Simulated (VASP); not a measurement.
# Si (Fd-3m) in VASP: further runs

Runs on Si. Level: PBE. Tasks: single point, relaxation of cell and atoms.

Everything below comes from runs of VASP 6.6.1. Logs are shortened: lines on timing, memory, paths and dates and some standing lists are left out, and cuts for length are marked.

## 1. Starting point

It takes space group Fd-3m (No. 227, cubic). The conventional cell has a = 5.470 Å, b = 5.470 Å, c = 5.470 Å, α = 90.00°, β = 90.00°, γ = 90.00°. Si (site symmetry -43m) has 4 Si at 2.37 Å as nearest neighbours.

## 2. Single point, PBE

INCAR reads:

```
ALGO = Fast
EDIFF = 1E-6
ENCUT = 520
GGA = PE
ISIF = 2
ISMEAR = 0
LASPH = True
LCHARG = False
LREAL = False
LWAVE = False
NBANDS = 11
NELM = 100
PREC = Accurate
SIGMA = 0.02
```

KPOINTS reads:

```
k-points
0
Gamma
  8 8 8
```

POSCAR reads:

```
Si
1.0
    0.0000000000      2.7350468776      2.7350468776
    2.7350468776      0.0000000000      2.7350468776
    2.7350468776      2.7350468776      0.0000000000
Si
2
Direct
    0.7500000000      0.7500000000      0.7500000000
    0.5000000000      0.5000000000      0.5000000000
```

Potentials or basis: VASP PAW PBE potentials, release 64 (Si).

Run with:

```
cat potpaw_PBE.64/Si/POTCAR > POTCAR
mpirun -np 1 vasp_std > vasp.out
```

OUTCAR:

```text
EDIFF = 1E-6
   ENCUT = 520
   GGA = PE
   ISIF = 2
   ISMEAR = 0
   LASPH = True
   LREAL = False
   NELM = 100
   PREC = Accurate

 ion  position               nearest neighbor table
   1  0.750  0.750  0.750-   2 2.37   2 2.37   2 2.37   2 2.37
   2  0.500  0.500  0.500-   1 2.37   1 2.37   1 2.37   1 2.37

  LATTYP: Found a face centered cubic cell.
 ALAT       =     5.4700937552

  Lattice vectors:

 A1 = (   0.0000000000,   2.7350468776,   2.7350468776)
 A2 = (   2.7350468776,   0.0000000000,   2.7350468776)
 A3 = (   2.7350468776,   2.7350468776,   0.0000000000)

Analysis of symmetry for initial positions (statically):
=====================================================================
 Subroutine PRICEL returns:
 Original cell was already a primitive cell.

 Routine SETGRP: Setting up the symmetry group for a
 face centered cubic supercell.

 Subroutine GETGRP returns: Found 48 space group operations
 (whereof 24 operations were pure point group operations)
 out of a pool of 48 trial point group operations.

The static configuration has the point symmetry T_d .
 The point group associated with its full space group is O_h .

Analysis of symmetry for dynamics (positions and initial velocities):
=====================================================================
 Subroutine PRICEL returns:
 Original cell was already a primitive cell.

 Routine SETGRP: Setting up the symmetry group for a
 face centered cubic supercell.

 Subroutine GETGRP returns: Found 48 space group operations
 (whereof 24 operations were pure point group operations)
 out of a pool of 48 trial point group operations.

The dynamic configuration has the point symmetry T_d .
 The point group associated with its full space group is O_h .

 Subroutine INISYM returns: Found 48 space group operations
 (whereof 24 operations are pure point group operations),
 and found     1 'primitive' translations

----------------------------------------------------------------------------------------

                                     Primitive cell

  volume of cell :      40.9189

  direct lattice vectors                    reciprocal lattice vectors
     0.000000000  2.735046878  2.735046878    -0.182812223  0.182812223  0.182812223
     2.735046878  0.000000000  2.735046878     0.182812223 -0.182812223  0.182812223
     2.735046878  2.735046878  0.000000000     0.182812223  0.182812223 -0.182812223

  length of vectors
     3.867940388  3.867940388  3.867940388     0.316640059  0.316640059  0.316640059

  position of ions in fractional coordinates (direct lattice)
     0.750000000  0.750000000  0.750000000
     0.500000000  0.500000000  0.500000000

  ion indices of the primitive-cell ions
   primitive index   ion index
                 1           1
                 2           2

----------------------------------------------------------------------------------------

 KPOINTS: k-points

Automatic generation of k-mesh.
 Grid dimensions read from file:
 generate k-points for:    8    8    8

 Generating k-lattice:

  Cartesian coordinates                     Fractional coordinates (reciprocal lattice)
    -0.022851528  0.022851528  0.022851528     0.125000000  0.000000000  0.000000000
     0.022851528 -0.022851528  0.022851528     0.000000000  0.125000000  0.000000000
     0.022851528  0.022851528 -0.022851528     0.000000000  0.000000000  0.125000000

  Length of vectors
     0.039580007  0.039580007  0.039580007

  Shift w.r.t. Gamma in fractional coordinates (k-lattice)
     0.000000000  0.000000000  0.000000000

 Subroutine IBZKPT returns following result:
 ===========================================

 Found     29 irreducible k-points:

 Following reciprocal coordinates:
            Coordinates               Weight
  0.000000  0.000000  0.000000      1.000000
  0.125000  0.000000  0.000000      8.000000
  0.250000  0.000000  0.000000      8.000000
  0.375000  0.000000  0.000000      8.000000
  0.500000  0.000000  0.000000      4.000000
  0.125000  0.125000  0.000000      6.000000
[... 16 lines left out ...]
  0.500000  0.250000  0.125000     48.000000
 -0.375000  0.250000  0.125000     24.000000
 [... further k-points ...]
   k-points           NKPTS =     29   k-points in BZ     NKDIM =     29   number of bands    NBANDS=     11
   number of dos      NEDOS =    301   number of ions     NIONS =      2
   total plane-waves  NPLWV =  27000
   dimension x,y,z NGX =    30 NGY =   30 NGZ =   30
   dimension x,y,z NGXF=    60 NGYF=   60 NGZF=   60
   ions per type =               2
   NGX,Y,Z   is equivalent  to a cutoff of  12.89, 12.89, 12.89 a.u.
   NGXF,Y,Z  is equivalent  to a cutoff of  25.79, 25.79, 25.79 a.u.
 SYSTEM =  unknown system
   PREC   = accura    normal or accurate (medium, high low for compatibility)
   ISTART =      0    job   : 0-new  1-cont  2-samecut
   ICHARG =      2    charge: 1-file 2-atom 10-const
   ISPIN  =      1    spin polarized calculation?
   LNONCOLLINEAR =      F non collinear calculations
   LSORBIT =      F    spin-orbit coupling
   LASPH  =      T    aspherical Exc in radial PAW
   ENCUT  =  520.0 eV  38.22 Ry    6.18 a.u.   7.19  7.19  7.19*2*pi/ulx,y,z
   NELM   =    100;   NELMIN=  2; NELMDL= -5     # of ELM steps
   EDIFF  = 0.1E-05   stopping-criterion for ELM
   LREAL  =      F    real-space projection
   EDIFFG = 0.1E-04   stopping-criterion for IOM
   NSW    =      0    number of steps for IOM
   IBRION =     -1    ionic relax: 0-MD 1-quasi-New 2-CG
   NFREE  =      0    steps in history (QN), initial steepest desc. (CG)
   ISIF   =      2    stress and relaxation
   ISYM   =      2    0-nonsym 1-usesym 2-fastsym
   POTIM  = 0.5000    time-step for ionic-motion
   TEBEG  =    0.0;   TEEND  =   0.0 temperature during run
   PSTRESS=    0.0 pullay stress
   NELECT =       8.0000    total number of electrons
   NUPDOWN=      -1.0000    fix difference up-down
   EMIN   =  10.00;   EMAX   =-10.00  energy-range for DOS
   EFERMI =   0.00;   METHOD = LEGACY
   ISMEAR =     0;   SIGMA  =   0.02  broadening in eV -4-tet -1-fermi 0-gaus
   EFERMI_NEDOS =   21; number of points for ismear=-14 and -15
   IALGO  =     68    algorithm
   IMIX   =      4    mixing-type and parameters
     AMIX     =   0.40;   BMIX     =  1.00
     AMIX_MAG =   1.60;   BMIX_MAG =  1.00
  volume/ion in A,a.u.               =      20.46       138.07
  Fermi-wavevector in a.u.,A,eV,Ry     =   0.950160  1.795542 12.283393  0.902804
  Thomas-Fermi vector in A             =   2.078511
   LORBIT       =      0    0 simple, 1 ext, 2 COOP (PROOUT), +10 PAW based schemes
   GGA     = PE    functional components
   LHFCALC =     F    Hartree Fock is set to
   AEXX    =    0.0000 exact exchange contribution
   IVDW    =     0    specifies the selected vdW correction
   LEPSILON=     F    determine dielectric tensor
   LRPA    =     F    only Hartree local field effects (RPA)
 non-spin polarized calculation
 RMM-DIIS sequential band-by-band and
 Gauss-broadening in eV      SIGMA  =   0.02
  energy-cutoff  :      520.00
  volume of cell :       40.92
 maximum number of plane-waves:      1124
 NGX is ok and might be reduce to    30
   NGX = 15   NGY = 15   NGZ = 15

 number of electron       8.0000001 magnetization

 Free energy of the ion-electron system (eV)
  ---------------------------------------------------
  ext. energy  EPLUGINS =         0.00000000
  ---------------------------------------------------
  free energy    TOTEN  =       -10.84608198 eV

  energy without entropy =      -10.84608198  energy(sigma->0) =      -10.84608198

 E-fermi :   5.7183     XC(G=0):  -9.3234

 val. band max:        5.6104029506   @ k =   0.0000   0.0000   0.0000
 cond. band min:       6.2613921378   @ k =   0.3750   0.3750   0.0000
 fundamental gap:      0.6509891872
 Fermi energy:         5.7183207738

 k-point     1 :       0.0000    0.0000    0.0000
  band No.  band energies     occupation
      1      -6.1995      2.00000
      2       5.6104      2.00000
      3       5.6104      2.00000
      4       5.6104      2.00000
      5       8.1663      0.00000
      6       8.1663      0.00000
      7       8.1663      0.00000
      8       8.7358      0.00000
      9      13.3183      0.00000
     10      13.3183      0.00000
     11      13.4846      0.00000

 k-point     2 :       0.1250    0.0000    0.0000
  band No.  band energies     occupation
      1      -5.9992      2.00000
      2       4.0197      2.00000
      3       5.3282      2.00000
      4       5.3282      2.00000
      5       8.0509      0.00000
      6       8.5815      0.00000
      7       8.5815      0.00000
      8      10.1368      0.00000
      9      12.8457      0.00000
     10      12.8457      0.00000
     11      14.2600      0.00000

 k-point     3 :       0.2500    0.0000    0.0000
  band No.  band energies     occupation
      1      -5.4152      2.00000
      2       1.7253      2.00000
      3       4.8657      2.00000
      4       4.8657      2.00000
      5       7.5669      0.00000
      6       9.0994      0.00000
      7       9.0994      0.00000
      8      12.3555      0.00000
      9      12.7965      0.00000
     10      12.7965      0.00000
     11      14.5373      0.00000
[... 267 lines left out ...]
 k-point    23 :       0.5000    0.2500    0.1250
  band No.  band energies     occupation
      1      -4.0266      2.00000
      2      -0.1757      2.00000
      3       2.3562      2.00000
      4       3.7240      2.00000
      5       8.4739      0.00000
      6       9.1390      0.00000
      7      10.5864      0.00000
      8      11.4866      0.00000
      9      14.5380      0.00000
     10      15.2335      0.00000
     11      17.5095      0.00000

 k-point    24 :      -0.3750    0.2500    0.1250
  band No.  band energies     occupation
      1      -3.3930      2.00000
      2      -1.0945      2.00000
      3       2.2248      2.00000
      4       3.5012      2.00000
      5       8.6323      0.00000
      6       8.7567      0.00000
      7      11.4549      0.00000
      8      12.6747      0.00000
      9      12.9144      0.00000
     10      16.1156      0.00000
     11      17.1588      0.00000

 [... further k-points ...]

------------------------ aborting loop because EDIFF is reached ----------------------------------------

  FORCE on cell =-STRESS in cart. coord.  units (eV):
  Direction    XX          YY          ZZ          XY          YZ          ZX
  --------------------------------------------------------------------------------------
  -------------------------------------------------------------------------------------
  Total       -0.0183712     -0.0183712     -0.0183712     -0.0000000      0.0000000     -0.0000000
  in kB       -0.7193216     -0.7193216     -0.7193216     -0.0000000      0.0000000     -0.0000000
  external PRESSURE =      -0.7193216 kB  Pullay stress =       0.0000000 kB

 VOLUME and BASIS-vectors are now :
 -----------------------------------------------------------------------------
  energy-cutoff  :      520.00
  volume of cell :       40.92
      direct lattice vectors                 reciprocal lattice vectors
     0.000000000  2.735046878  2.735046878    -0.182812223  0.182812223  0.182812223
     2.735046878  0.000000000  2.735046878     0.182812223 -0.182812223  0.182812223
     2.735046878  2.735046878  0.000000000     0.182812223  0.182812223 -0.182812223

 POSITION                                       TOTAL-FORCE (eV/Angst)
 -----------------------------------------------------------------------------------
      4.10257      4.10257      4.10257        -0.000000     -0.000000     -0.000000
      2.73505      2.73505      2.73505         0.000000      0.000000      0.000000
 -----------------------------------------------------------------------------------
    total drift:                                0.000000     -0.000000     -0.000000

  FREE ENERGIE OF THE ION-ELECTRON SYSTEM (eV)
  ---------------------------------------------------
  free  energy   TOTEN  =       -10.8460819774 eV

  energy  without entropy=      -10.8460819774  energy(sigma->0) =      -10.84608198
```

Run time: 10 s. Hardware: 1 thread of Intel Xeon Platinum 8488C (Sapphire Rapids), shared host; peak memory 0.14 GiB.

Results:

| Item | Value |
| --- | --- |
| Free energy | -10.8461 eV |
| Pressure | -0.1 GPa |
| Band gap on the k mesh | 0.65 eV, indirect (least direct gap 2.56 eV) |

Levels at points of the mesh, in eV from the valence-band top:
```tsv
k point	band 2	band 3	band 4	band 5	band 6	band 7
(0.00, 0.00, 0.00)	0.00	0.00	0.00	2.56	2.56	2.56
(0.50, 0.00, 0.00)	-6.87	-1.18	-1.18	1.46	3.35	3.35
(0.50, 0.50, 0.00)	-7.74	-2.79	-2.79	0.75	0.75	9.93
```

A k mesh can miss the band edges. A hybrid or GW would open this gap; PBE tends to underestimate it.

(Part 1 of 2 ends here.)
